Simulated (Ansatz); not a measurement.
The system is SnO2 (Cassiterite).

```xyz
6
Lattice="4.7380 0.0000 0.0000 0.0000 4.7380 0.0000 0.0000 0.0000 3.1865" Properties=species:S:1:pos:R:3 pbc="T T T"
Sn    2.3690    2.3690    1.5933
Sn    0.0000    0.0000    0.0000
O     3.8240    0.9140    1.5933
O     3.2830    3.2830    0.0000
O     0.9140    3.8240    1.5933
O     1.4550    1.4550    0.0000
```

Base run:

```yaml
Program: Ansatz 0.2.0
Functional: BLYP
Potentials_or_basis: Ansatz PAW
Cutoff: "420 eV (not typed: the program's choice for these potentials)"
k_mesh: 6 × 6 × 8
Occupations: fermi-dirac, width 0.05 eV
Spin: no spin polarisation
```

Its results: band gap on the k mesh 1.32 eV, direct; pressure 16.7 GPa; largest force 0.347 eV/Å.

**Question.** The run is repeated on the same cell with these changes: functional from BLYP to revPBE. What comes out?

**Answer.** Band gap on the k mesh 1.35 eV, direct; pressure 14.2 GPa; largest force 0.298 eV/Å.

Caveats: spin-orbit coupling is left out, which moves the levels of the heavy elements; the PAW data sets come from PBE, with cores solved anew for the run's functional, which leaves a small shift of forces and pressure; so large a pressure means that the cell lies far from this level's equilibrium, or that cutoff or potentials fall short (some runs).
